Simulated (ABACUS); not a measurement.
Input of an ABACUS 3.10.1 run:

INPUT

```
INPUT_PARAMETERS
suffix              Rb
calculation         cell-relax
basis_type          pw
pseudo_dir          ./
latname             bcc
symmetry            1
dft_functional      MGGA_X_R2SCAN+MGGA_C_R2SCAN
ecutwfc             69
pseudo_rcut         10
nspin               1
nbands              9
ks_solver           dav
smearing_method     fd
smearing_sigma      0.00367493
scf_thr             1e-08
scf_nmax            100
mixing_type         broyden
mixing_beta         0.7
cal_force           1
cal_stress          1
mixing_tau          1
relax_nmax          60
force_thr_ev        0.005
relax_method        cg
out_stru            1
stress_thr          0.2
kpar                4
```

File STRU:

```
ATOMIC_SPECIES
Rb 85.4678 Rb_ONCV_PBE-1.2.upf

LATTICE_CONSTANT
10.5919149285

ATOMIC_POSITIONS
Direct

Rb
0.0
1
0.0000000000 0.0000000000 0.0000000000 1 1 1
```

Contents of KPT:

```
K_POINTS
0
Gamma
4 4 4 0 0 0
```

Potentials or basis: SG15 ONCV 1.2 PBE, plane waves.

Run with:

```console
$ OMP_NUM_THREADS=1 mpirun -np 4 abacus > log
```

**Question.** What does it give for the relaxed cell?

**Answer.** a = 4.981 Å, b = 4.981 Å, c = 4.981 Å, α = 70.53°, β = 109.47°, γ = 70.53°.

**Question.** What does it give for the relaxed volume?

**Answer.** 95.15 Å³/atom.

**Question.** Predict the band gap on the k mesh.

**Answer.** None (metal or under the smearing width).

**Question.** Estimate the space group after relaxing (to 0.05 Å).

**Answer.** Im-3m (No. 229).

Final structure:
```
Rb
1.0
     2.87598    2.87598    2.87598
    -2.87598    2.87598    2.87598
    -2.87598   -2.87598    2.87598
Rb
1
Cartesian
  0.0000 0.0000 0.0000
```

Caveat: the k mesh is coarse (spacing up to 0.40 Å⁻¹), so the values aren't converged; the potentials were made for another functional, which shifts forces and pressure. Zero-point motion and thermal expansion aren't in these numbers.
